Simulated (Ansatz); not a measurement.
## GdN (rocksalt structure)

Method: PBE, scalar-relativistic; collinear spin; PAW, 420 eV, 12×12×12 k-mesh, Gaussian smearing of 0.05 eV; code Ansatz; PAW files: Ansatz's generated set soft_2.

```xyz
2
Lattice="0.0000 2.4928 2.4928 2.4928 0.0000 2.4928 2.4928 2.4928 0.0000" Properties=species:S:1:pos:R:3 pbc="T T T"
Gd    2.4928    2.4928    2.4928
N     0.0000    0.0000    0.0000
```

The start was a prototype's sites filled with these elements; the Crystallography Open Database holds the compound in this structure.

The geometry is fixed. Moments are started on Gd in several ways. q is the propagation vector of an order in a doubled cell, in units of this cell's reciprocal vectors; doubled cells take an equivalent mesh or are counted from a ferromagnetic run in the same cell, unless said otherwise. Energies count from the first row, the state in which the cell was relaxed.

Problem. Rank the starts by the energy at which they end, lowest first (meV/atom from the last run of the relaxation).
A. antiparallel, q = (0, 0, 1/2)
B. antiparallel, q = (0, 1/2, 1/2)
C. no spin polarisation
D. ferromagnetic

Solution. D (0.0), B (2.9), A (4.4), C (3891.4).

```tsv
start	largest typed moment (μB)	ΔE (meV/atom)	gap on the mesh (eV)	P (GPa)	final spin moments (μB)
ferromagnetic	7.56	0.0	metal	-0.1	Gd 6.86; N -0.09
no spin polarisation	0.00	3891.4	metal	-8.9	none
antiparallel, q = (0, 0, 1/2)	7.00	4.4	0.19	0.2	Gd 6.84, -6.84
antiparallel, q = (0, 1/2, 1/2)	7.00	2.9	metal	0.0	Gd 6.83, -6.83
```

The next distinct energy lies only 2.9 meV/atom above the lowest at one geometry; relaxing each state, or a finer mesh, could change the order.

The row without spin polarisation prices the pairing of the open shell's electrons, not a magnetic ordering energy.

Only orders that fit these small cells were tried, so the real crystal's order may be another.

Hund's first rule gives Gd³⁺ with 7 f electrons 7 unpaired spins, a spin moment of 7 μB; the run has 6.86 μB on Gd (atomic spheres) and 7.11 f electrons on orthogonalised orbitals. The moment is close to the ion's, so in this run the shell is localised and nearly fully polarised.

Exchange splits the half-filled 4f shell away from the Fermi level; the metal comes from a small overlap of other bands, which can be the functional's gap error. Spin–orbit coupling is left out. Site moments are of spin, integrated over atomic spheres.
